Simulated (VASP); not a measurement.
**Mo: density of states with PBE**

Crystal: Mo.

```
Mo
1.0
    -1.58125    1.58125    1.58125
     1.58125   -1.58125    1.58125
     1.58125    1.58125   -1.58125
Mo
1
Cartesian
  0.0000 0.0000 0.0000
```

* Program: VASP 6.6.1
* Task: density of states
* Functional: PBE
* Potentials or basis: VASP PAW PBE potentials, release 64 (Mo_sv)
* Cutoff: 700 eV
* k mesh: 18 × 18 × 18
* Occupations: gaussian, width 0.1 eV
* Spin: no spin polarisation
* k mesh for the DOS: 27 × 27 × 27
* Occupations for the DOS: tetrahedron
* Further INCAR settings: ALGO = Fast; EDIFF = 1e-07; NBANDS = 13

* Valence electrons inside the program's atomic spheres: Mo 12.47

Levels at points of the mesh, in eV from the Fermi level:
```
           k point  band 3  band 4  band 5  band 6  band 7  band 8  band 9  band 10  band 11  band 12
(0.00, 0.00, 0.00)  -34.59  -34.59   -7.22   -1.36   -1.36   -1.36    1.62     1.62    14.79    14.79
```

States per cell in windows of 1 eV (zero at the Fermi level; states under -8 eV left out):
```tsv
from (eV)	total	Mo1_d	Mo1_p	Mo1_s
-8.0	0.00	0.00	0.00	0.00
-7.0	0.06	0.00	0.00	0.03
-6.0	0.25	0.08	0.01	0.07
-5.0	1.23	0.67	0.04	0.17
-4.0	1.23	0.86	0.04	0.05
-3.0	1.33	1.01	0.05	0.01
-2.0	1.40	0.94	0.10	0.04
-1.0	0.53	0.35	0.05	0.01
0.0	0.97	0.78	0.03	0.01
1.0	1.42	1.26	0.02	0.01
2.0	1.58	1.42	0.03	0.02
3.0	0.67	0.56	0.03	0.02
4.0	0.35	0.25	0.03	0.02
5.0	0.28	0.16	0.04	0.02
6.0	0.26	0.13	0.05	0.02
7.0	0.23	0.10	0.05	0.01
```

Run time: 88 s on 1 thread of Intel(R) Xeon(R) Platinum 8259CL CPU @ 2.50GHz (Skylake/Cascade Lake) (shared host), peak memory 0.32 GiB.
